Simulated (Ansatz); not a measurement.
Crystal: NiO.

```
Ni O
1.0
     2.78306    0.00000    0.00000
    -1.39153    2.41020    0.00000
     0.00000    0.00000    2.71613
Ni O
1 1
Direct
  0.00000 0.00000 0.00000
  0.66667 0.33333 0.50000
```

Measurements of this composition are mostly on another form, of space group No. 225.

```yaml
Program: Ansatz 0.2.0
Task: relaxation of cell and atoms
Functional: PBEsol0
Potentials_or_basis: Ansatz PAW
Cutoff: "420 eV (not typed: the program's choice for these potentials)"
k_mesh: 6 × 6 × 5
Occupations: fermi-dirac, width 0.05 eV
Spin: collinear spin, ferromagnetic start
Starting_moments: "[1.0, 0.0] μB"
```

At the start: volume 9.11 Å³/atom.

Q: Where does the relaxation end?

A: It ends after 7 steps and the volume is 9.01 Å³/atom (-1.1 %); space group P-6m2 (No. 187, to 0.05 Å); moment 2.00 μB per cell.

Step by step:
```csv
step,energy change (eV),largest force (eV/Å),volume (Å³)
1,0.0000,0.0000,18.22
2,-0.0106,0.0000,18.16
3,-0.0120,0.0000,18.04
4,-0.0121,0.0000,18.01
5,-0.0112,0.0000,18.01
6,-0.0112,0.0000,18.01
7,-0.0112,0.0000,18.01
```

Final structure:
```
Ni O
1.0
     2.79388    0.00000    0.00000
    -1.39694    2.41957    0.00000
     0.00000    0.00000    2.66447
Ni O
1 1
Direct
  0.00000 0.00000 0.00000
  0.66667 0.33333 0.50000
```

Caveat: the k mesh is coarse (spacing up to 0.46 Å⁻¹), so the values aren't converged, least of all with exact exchange; the magnetic or orbital state may not be the lowest; the plane-wave basis is chosen anew once the cell has moved, so the energies of steps on either side of that aren't comparable; the pressure holds a Pulay correction of +0.8 GPa for the finite cutoff; a cell with one magnetic atom can't hold antiferromagnetic order, which such compounds often take; the PAW data sets come from PBE, with cores solved anew for the run's functional, which leaves a small shift of forces and pressure.
